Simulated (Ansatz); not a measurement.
# MoS2: the cost of one run

Program: Ansatz 0.2.0. Level of theory: DFT PBEsol, frozen-core PAW, scalar-relativistic unless said. These are calculated values, not measurements.

### 1 Starting point

Symmetry: R3m, No. 160, trigonal system. Conventional cell: a = 3.160 Å, b = 3.160 Å, c = 18.450 Å, α = 90.00°, β = 90.00°, γ = 120.00°. Mo (site symmetry 3m) is surrounded by 6 S at 2.39 Å. Around S (site symmetry 3m) lie 3 Mo at 2.39 Å.

Coordinates:

```cif
data_structure
_symmetry_space_group_name_H-M 'R3m:H'
_symmetry_Int_Tables_number 160
_cell_length_a 3.1600
_cell_length_b 3.1600
_cell_length_c 18.4500
_cell_angle_alpha 90.000
_cell_angle_beta 90.000
_cell_angle_gamma 120.000
_cell_volume 159.55
loop_
_atom_site_label
_atom_site_type_symbol
_atom_site_symmetry_multiplicity
_atom_site_Wyckoff_symbol
_atom_site_fract_x
_atom_site_fract_y
_atom_site_fract_z
_atom_site_occupancy
Mo1 Mo 3 a 0.00000 0.00000 0.00000 1
S1 S 3 a 0.66667 0.33333 0.08333 1
S2 S 3 a 0.33333 0.66667 0.24967 1
```

Cartesian axes are those of the input's lattice vectors. The structure goes back to a database entry.

### 2 Cell and atoms relaxed, PAW

input.yaml

```yaml
crystal:
  lattice:
    - [1.57999999999, 0.91221342531, 6.15]
    - [-1.57999999999, 0.91221342531, 6.15]
    - [0.0, -1.82442685062, 6.15]
  atoms:
    - { symbol: Mo, position: [0.0, 0.0, 0.0] }
    - { symbol: S, position: [0.25, 0.25, 0.25] }
    - { symbol: S, position: [0.417, 0.417, 0.417] }
kpoints:
  mp_grid: { grid: [14, 14, 14] }
scf:
  occupations: { method: fermi_dirac, width: 0.1 }
hamiltonian:
  xc: pbesol
  pseudopotentials: { kind: paw }
relax:
  f_tol: 0.002
  max_steps: 80
  cell: {}
output:
  forces: true
  stress: true
```

Command:

```console
ansatz run input.yaml --threads 2 --pin off --max-ram 6144MiB --backend cpu --events-out ev --progress --plain --runs-dir out
```

Q: Estimate wall time and peak memory on 2 threads of Intel Xeon Platinum 8259CL at 2.50GHz (Skylake/Cascade Lake), shared host.

About 72 s, with a peak of 0.64 GiB.
